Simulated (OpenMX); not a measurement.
SnSe2:

```
Sn Se
1.0
     3.81100    0.00000    0.00000
    -1.90550    3.30042    0.00000
     0.00000    0.00000    6.13600
Sn Se
1 2
Direct
  0.00000 0.00000 0.00000
  0.66667 0.33333 0.75100
  0.33333 0.66667 0.24900
```

Base run:

```yaml
Program: OpenMX 3.8.5
Functional: PBE
Potentials_or_basis: OpenMX 2013 PBE set, Sn7.0-s3p2d2, Se7.0-s3p2d2, grid cutoff 500 Ry
k_mesh: 9 × 9 × 5
Occupations: fermi-dirac, width 0.05 eV
Spin: no spin polarisation
```

Its results: band gap on the k mesh 0.71 eV, indirect (least direct gap 1.13 eV); pressure 7.0 GPa; largest force 1.114 eV/Å.

Task: After a change of settings the same cell gave: band gap on the k mesh 0.78 eV, indirect (least direct gap 1.18 eV); pressure 7.4 GPa; largest force 1.195 eV/Å. Which change was it?
A. functional from PBE to LDA; potentials or basis from OpenMX 2013 PBE set, Sn7.0-s3p2d2, Se7.0-s3p2d2, grid cutoff 500 Ry to OpenMX 2013 LDA set, Sn7.0-s3p2d2, Se7.0-s3p2d2, grid cutoff 500 Ry
B. potentials or basis from OpenMX 2013 PBE set, Sn7.0-s3p2d2, Se7.0-s3p2d2, grid cutoff 500 Ry to OpenMX 2013 PBE set, Sn7.0-s3p2d1, Se7.0-s3p2d1, grid cutoff 500 Ry
C. potentials or basis from OpenMX 2013 PBE set, Sn7.0-s3p2d2, Se7.0-s3p2d2, grid cutoff 500 Ry to OpenMX 2013 PBE set, Sn7.0-s3p2d2f1, Se7.0-s3p2d2f1, grid cutoff 500 Ry

Result: B.

Caveats: spin-orbit coupling is left out, which moves the levels of the heavy elements; this functional lacks dispersion, which binds the layers, so the pressure and a relaxed spacing across them are unreliable; the basis of atomic orbitals isn't converged, which shifts pressures, moduli and gaps; forces of over 1 eV/Å show positions far from the minimum, so gaps and moduli don't describe the material at rest; an odd mesh through Γ misses points on the zone boundary, where band edges often lie (some runs).

Not every run made on this cell is shown here.
